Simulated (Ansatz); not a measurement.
ZrO2: an elastic constant from a strain scan

The calculation used DFT PBE, scalar-relativistic, plane waves, PAW (Ansatz). The runs took a 420 eV cutoff, a Γ-centred 6×6×4 mesh and Gaussian smearing (0.05 eV). No spin polarisation. Energies are free energies at this smearing, counted from the undisturbed cell; pressure is positive in compression.

Reference structure (relaxed at this level; this form isn't the usual structure):

```
CELL_PARAMETERS angstrom
3.62107 0.00000 0.00000
0.00000 3.62107 0.00000
0.00000 0.00000 5.28246
ATOMIC_POSITIONS crystal
Zr 0.00000 0.00000 0.00000
Zr 0.50000 0.50000 0.50000
O 0.00000 0.50000 0.19279
O 0.00000 0.50000 0.69279
O 0.50000 0.00000 0.30721
O 0.50000 0.00000 0.80721
```

The cell is strained by ε times the Voigt pattern (1, 0, 0, 0, 0, 0) (xx, yy, zz, yz, xz, xy; engineering shear) with fractional coordinates fixed. The cell holds 6 atoms in V0 = 69.26 Å³. The stress column is τ = (1/V0) dE/dε, got from the stress tensor σ (compression positive) at each point as −det(1 + εP) σ : P(1 + εP)⁻¹, with P the pattern as a tensor.

```
      ε  ΔE (meV/atom)  τ (GPa)
-0.0200          6.361   -8.997
-0.0150          3.569   -6.612
-0.0100          1.599   -4.319
-0.0050          0.394   -2.118
 0.0000          0.000    0.000
 0.0050          0.395    2.033
 0.0100          1.490    3.986
 0.0150          3.267    5.857
 0.0175          4.400    6.762
 0.0200              ?        ?
```

Q: Which combination of elastic constants does this scan measure, and how large is it?

A: For small ε, τ = τ0 + Kε with K = pᵀCp, which for this pattern is C11 in the Cartesian frame shown. The parabola through τ at ε = -0.0050, 0 and 0.0050 has slope K = 415 GPa at zero. The energies per cell, E = NΔE, of the same two points give K = 2[E(ε₊)/ε₊ − E(ε₋)/ε₋]/[(ε₊ − ε₋)V0] = 438 GPa, in agreement. These are clamped-ion values.

Q: Predict the withheld row at ε = 0.0200 from the harmonic law, and compare.

A: ΔE = V0(τ0 ε + Kε²/2)/N = 5.982 meV/atom and τ = 8.30 GPa. The calculation gives 5.720 meV/atom and 7.65 GPa, a miss of 4.4 % of the harmonic energy, so the harmonic law still holds on this side, though at ε = -0.0200 the energy lies 6 % above it.

Forces appear on the atoms along this scan, and letting them relax would lower the energy and soften the response.